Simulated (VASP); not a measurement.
The system is BeTe.

```xyz
2
Lattice="0.0000 2.7700 2.7700 2.7700 0.0000 2.7700 2.7700 2.7700 0.0000" Properties=species:S:1:pos:R:3 pbc="T T T"
Be    0.0000    0.0000    0.0000
Te    1.3850    1.3850    1.3850
```

| Property | Result |
| --- | --- |
| Program | VASP 6.6.1 |
| Task | relaxation of cell and atoms |
| Functional | PBEsol |
| Potentials or basis | VASP PAW PBE potentials, release 64 (Be, Te) |
| Cutoff | 600 eV |
| k mesh | 8 × 8 × 8 |
| Occupations | gaussian, width 0.03 eV |
| Spin | no spin polarisation |

At the start: pressure 2.5 GPa; volume 21.25 Å³/atom.

Question: Where does the relaxation end?

Answer: Over 3 steps the energy falls by 6.5 meV/atom and the volume is 22.10 Å³/atom (+4.0 %); space group F-43m (No. 216, to 0.05 Å).

The path:
```csv
step,energy change (eV),largest force (eV/Å),pressure (GPa),volume (Å³)
1,0.0000,0.0000,2.54,42.51
2,-0.0122,0.0000,-0.55,44.61
3,-0.0129,0.0000,0.00,44.19
```

Final structure:
```
Be Te
1.0
     0.00000    2.80614    2.80614
     2.80614    0.00000    2.80614
     2.80614    2.80614    0.00000
Be Te
1 1
Direct
  0.00000 0.00000 0.00000
  0.25000 0.25000 0.25000
```

Caveat: the PAW data sets were made with another functional, which shifts forces and pressure a little.
